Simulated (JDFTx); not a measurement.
A run of JDFTx 1.7.0 (patched build) is set up as follows.

The input bands.in:

```
lattice \
    0.0000000000     3.9627583152     3.9627583152 \
    3.9627583152     0.0000000000     3.9627583152 \
    3.9627583152     3.9627583152     0.0000000000
coords-type Lattice
ion Mg     0.0000000000     0.0000000000     0.0000000000 1
ion O      0.5000000000     0.5000000000     0.5000000000 1

ion-species pseudo/Mg.upf
ion-species pseudo/O.upf
elec-cutoff 42 336
elec-ex-corr gga-x-b88 gga-c-lyp
elec-smearing Fermi 0.0018374661
elec-n-bands 14
electronic-minimize nIterations 30 energyDiffThreshold 1e-06
davidson-band-ratio 1.3
forces-output-coords Cartesian
include path.kpoints
symmetries none
fix-electron-density run.$VAR

dump-name bands.$VAR
dump End Ecomponents EigStats BandEigs Kpoints Forces
```

File path.kpoints:

```
kpoint +0.0000000000 +0.0000000000 +0.0000000000 0.020000000000
kpoint +0.0714285714 +0.0000000000 +0.0714285714 0.020000000000
kpoint +0.1428571429 +0.0000000000 +0.1428571429 0.020000000000
kpoint +0.2142857143 +0.0000000000 +0.2142857143 0.020000000000
kpoint +0.2857142857 +0.0000000000 +0.2857142857 0.020000000000
kpoint +0.3571428571 +0.0000000000 +0.3571428571 0.020000000000
kpoint +0.4285714286 +0.0000000000 +0.4285714286 0.020000000000
kpoint +0.5000000000 +0.0000000000 +0.5000000000 0.020000000000
kpoint +0.5000000000 +0.0833333333 +0.5833333333 0.020000000000
kpoint +0.5000000000 +0.1666666667 +0.6666666667 0.020000000000
kpoint +0.5000000000 +0.2500000000 +0.7500000000 0.020000000000
kpoint +0.4375000000 +0.3125000000 +0.7500000000 0.020000000000
kpoint +0.3750000000 +0.3750000000 +0.7500000000 0.020000000000
kpoint +0.3281250000 +0.3281250000 +0.6562500000 0.020000000000
kpoint +0.2812500000 +0.2812500000 +0.5625000000 0.020000000000
kpoint +0.2343750000 +0.2343750000 +0.4687500000 0.020000000000
kpoint +0.1875000000 +0.1875000000 +0.3750000000 0.020000000000
kpoint +0.1406250000 +0.1406250000 +0.2812500000 0.020000000000
kpoint +0.0937500000 +0.0937500000 +0.1875000000 0.020000000000
kpoint +0.0468750000 +0.0468750000 +0.0937500000 0.020000000000
kpoint +0.0000000000 +0.0000000000 +0.0000000000 0.020000000000
kpoint +0.0833333333 +0.0833333333 +0.0833333333 0.020000000000
kpoint +0.1666666667 +0.1666666667 +0.1666666667 0.020000000000
kpoint +0.2500000000 +0.2500000000 +0.2500000000 0.020000000000
kpoint +0.3333333333 +0.3333333333 +0.3333333333 0.020000000000
kpoint +0.4166666667 +0.4166666667 +0.4166666667 0.020000000000
kpoint +0.5000000000 +0.5000000000 +0.5000000000 0.020000000000
kpoint +0.5250000000 +0.4500000000 +0.5250000000 0.020000000000
kpoint +0.5500000000 +0.4000000000 +0.5500000000 0.020000000000
kpoint +0.5750000000 +0.3500000000 +0.5750000000 0.020000000000
kpoint +0.6000000000 +0.3000000000 +0.6000000000 0.020000000000
kpoint +0.6250000000 +0.2500000000 +0.6250000000 0.020000000000
kpoint +0.5625000000 +0.2500000000 +0.6875000000 0.020000000000
kpoint +0.5000000000 +0.2500000000 +0.7500000000 0.020000000000
kpoint +0.5000000000 +0.2916666667 +0.7083333333 0.020000000000
kpoint +0.5000000000 +0.3333333333 +0.6666666667 0.020000000000
kpoint +0.5000000000 +0.3750000000 +0.6250000000 0.020000000000
kpoint +0.5000000000 +0.4166666667 +0.5833333333 0.020000000000
kpoint +0.5000000000 +0.4583333333 +0.5416666667 0.020000000000
kpoint +0.5000000000 +0.5000000000 +0.5000000000 0.020000000000
kpoint +0.4791666667 +0.4791666667 +0.5416666667 0.020000000000
kpoint +0.4583333333 +0.4583333333 +0.5833333333 0.020000000000
kpoint +0.4375000000 +0.4375000000 +0.6250000000 0.020000000000
kpoint +0.4166666667 +0.4166666667 +0.6666666667 0.020000000000
kpoint +0.3958333333 +0.3958333333 +0.7083333333 0.020000000000
kpoint +0.3750000000 +0.3750000000 +0.7500000000 0.020000000000
kpoint +0.6250000000 +0.2500000000 +0.6250000000 0.020000000000
kpoint +0.5833333333 +0.1666666667 +0.5833333333 0.020000000000
kpoint +0.5416666667 +0.0833333333 +0.5416666667 0.020000000000
kpoint +0.5000000000 +0.0000000000 +0.5000000000 0.020000000000
```

Potentials or basis: PseudoDojo-SR-PBE-0.5-standard.

Command:

```bash
$ jdftx -c 1 -i bands.in -o bands.out
```

(1) What does it give for the band gap along the path?

Answers

(1) 5.13 eV, direct.

**Measured values to compare with.**

“Electronic structure of alkaline earth and post-transition metal oxides”, 2009, arxiv:0908.1581 quotes, for a bulk crystal of MgO: band gap 7.83 eV.

A measured gap of MgO is 7.83 eV (quoted in “Electronic structure of alkaline earth and post-transition metal oxides”, 2009, arxiv:0908.1581); the calculated 5.13 eV misses it by -2.70 eV. The value is that of BLYP, without temperature or zero-point motion. Semilocal functionals fall short of measured gaps as a rule. The cell is a database's relaxed one, not the measured one, which moves gaps too.
